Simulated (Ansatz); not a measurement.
# BiSe2: the cost of one run

Program: Ansatz 0.2.0. Level of theory: DFT PBE, scalar-relativistic, plane waves, PAW. These are calculated values, not measurements.

## (1) The starting structure

The structure is hexagonal, space group P6/mmm (No. 191). The conventional cell has a = 3.640 Å, b = 3.640 Å, c = 8.658 Å, α = 90.00°, β = 90.00°, γ = 120.00°. Bi (site symmetry 6/mmm) is surrounded by 6 Bi at 3.64 Å. Se (site symmetry -6m2) has 3 Se at 2.10 Å as nearest neighbours.

Coordinates:

```xyz
3
Lattice="3.6405 0.0000 0.0000 -1.8202 3.1527 0.0000 0.0000 0.0000 8.6582" Properties=species:S:1:pos:R:3 pbc="T T T"
Bi    0.0000    0.0000    4.3291
Se    0.0000    2.1018    0.0000
Se    1.8202    1.0509    0.0000
```

The cell is invented: random cell by space group and Wyckoff sites (P6/mmm, No. 191). The dimensions are guesses.

## (2) The guess as it stands, on a coarse mesh

File input.yaml:

```yaml
crystal:
  lattice:
    - [3.64046377, 0.0, 0.0]
    - [-1.82023188, 3.1527341, 0.0]
    - [0.0, 0.0, 8.65818651]
  atoms:
    - { symbol: Bi, position: [0.0, 0.0, 0.5] }
    - { symbol: Se, position: [0.33333333, 0.66666667, 0.0] }
    - { symbol: Se, position: [0.66666667, 0.33333333, 0.0] }
basis:
  ecutwfc: 420
kpoints:
  mp_grid: { grid: [6, 6, 2] }
hamiltonian:
  xc: pbe
scf:
  occupations: { method: gaussian, width: 0.1 }
  lower_state_search: "off"
output:
  forces: true
  stress: true
  eigenvalues: true
```

Started as:

```
$ ansatz run input.yaml --threads 1 --pin off --max-ram 2560MiB --backend cpu --events-out ev --progress --plain --runs-dir out
```

**Question.** How long does this run take on 1 thread of Intel Xeon at 2.70GHz, shared host, and how much memory does it need?

About 5.3 s, with a peak of 0.38 GiB.
